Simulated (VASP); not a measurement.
## H6C2O: single point with PBEsol

H6C2O:

```
C O H
1.0
     7.52907    0.00000    0.00000
     0.00000    7.52907    0.00000
     0.00000    0.00000    7.52907
C O H
8 4 24
Direct
  0.83405 0.69991 0.98469
  0.96838 0.58113 0.07500
  0.42676 0.46791 0.04379
  0.38474 0.30397 0.95040
  0.30777 0.81796 0.57289
  0.16038 0.95782 0.55877
  0.63983 0.20628 0.52065
  0.56894 0.39173 0.52012
  0.85076 0.47995 0.18981
  0.23602 0.32978 0.82985
  0.03546 0.87913 0.44381
  0.37924 0.38772 0.51494
  0.89490 0.35776 0.18814
  0.04933 0.51986 0.97208
  0.04577 0.67323 0.15588
  0.91464 0.79429 0.91432
  0.76147 0.59509 0.90146
  0.73555 0.75357 0.07014
  0.26472 0.38184 0.71685
  0.49667 0.27663 0.86149
  0.36289 0.18992 0.04806
  0.55211 0.46942 0.12586
  0.43716 0.56169 0.94253
  0.29814 0.49309 0.14086
  0.91623 0.93937 0.43837
  0.10166 0.98624 0.69306
  0.20781 0.09258 0.50722
  0.42092 0.83733 0.66217
  0.25997 0.69805 0.64355
  0.37894 0.77501 0.44939
  0.33061 0.48321 0.44434
  0.59462 0.49438 0.63060
  0.62874 0.46097 0.40612
  0.79085 0.22582 0.47455
  0.62657 0.14229 0.64875
  0.56702 0.14073 0.40879
```

The cell was built by a generator and needn't be a form met in nature.

| Property | Result |
| --- | --- |
| Program | VASP 6.6.1 |
| Task | single point |
| Functional | PBEsol |
| Potentials or basis | VASP PAW PBE potentials, release 64 (C, O, H) |
| Cutoff | 520 eV |
| k mesh | 1 × 1 × 1 |
| Occupations | fermi-dirac, width 0.02 eV |
| Spin | no spin polarisation |

The pressure is -0.1 GPa and the largest force is 4.469 eV/Å. The band gap on the k mesh is 4.47 eV, direct.

Forces on the atoms (eV/Å):
```
C    0.404 -2.525 -1.651
C   -2.051  1.965  1.049
C   -1.809  0.071  4.086
C   -0.239 -1.348 -1.418
C    0.571 -0.656  0.460
C    0.713  0.596  0.313
C    2.055  1.001 -1.391
C   -0.219  2.276  0.632
O    1.295 -1.290 -0.311
O   -1.103 -1.049  2.727
O   -1.712  0.072 -0.789
O   -0.588 -0.679 -0.312
H   -0.127  0.021  0.221
H    0.130 -1.029  0.142
H    0.759 -0.213  0.606
H   -0.227  0.907 -0.976
H    0.312  1.407 -0.101
H   -0.534  0.769  1.004
H    1.200  0.142 -0.988
H    0.527 -0.681  0.059
H   -0.203  0.562 -1.090
H   -0.618 -0.247 -0.458
H    0.030  2.138 -1.092
H    2.201  0.223 -1.531
H    1.471 -0.316  0.381
H    0.284 -0.194 -0.338
H   -0.050 -0.903  0.250
H    0.168  1.198  0.261
H   -0.625 -0.128 -0.544
H   -0.809  0.375  0.008
H    0.029  0.448 -0.350
H    0.650 -1.444 -0.212
H   -0.343  0.006 -0.456
H   -1.934 -0.703  0.938
H    0.057 -0.594  0.256
H    0.336 -0.175  0.617
```

Stress tensor (GPa, compression positive):
```
-2.12  0.58  0.97
 0.58  1.34 -0.55
 0.97 -0.55  0.50
```

Levels at points of the mesh, in eV from the valence-band top:
```tsv
k point	band 38	band 39	band 40	band 41	band 42	band 43
(0.00, 0.00, 0.00)	-0.29	-0.12	0.00	4.47	5.71	5.94
```

It took 2.4 min on 1 thread of AMD EPYC 7571 (shared host), peak memory 0.35 GiB.

Caveat: the PAW data sets were made with another functional, which shifts forces and pressure a little. As with any semilocal functional, this PBEsol gap is likely too small.
